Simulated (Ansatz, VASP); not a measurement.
**Si in VASP and in Ansatz**

```
Si
1.0
     4.21421    0.00000    0.00000
     0.00000    5.95979    0.00000
     0.00000    0.00000    3.76559
Si
4
Direct
  0.00000 0.99648 0.00000
  0.50000 0.49648 0.50000
  0.00000 0.25352 0.50000
  0.50000 0.75352 0.00000
```

This isn't the form of Si at room conditions, which is diamond.

Alike in both runs: functional PBE; k mesh 10 × 8 × 12; occupations gaussian, width 0.1 eV; no spin polarisation.

Ansatz relaxed the structure, and its values are those at the end. VASP's run is a single point on that final structure, the one shown.

|  | VASP | Ansatz |
| --- | --- | --- |
| version | VASP 6.6.1 | Ansatz 0.2.0 |
| potentials or method | VASP PAW PBE potentials, release 64 (Si) | scalar-relativistic, plane waves, PAW |
| plane-wave cutoff (eV) | 520 | 420 |
| valence electrons in the cell | 16 | 16 |

```tsv
	VASP	Ansatz	Ansatz less VASP
gap on the k mesh at the Fermi level (eV)	none	none	-
pressure (GPa)	-8.9	-8.9	+0.06
```

A gap of «none» marks a metal or a gap that the smearing closes.
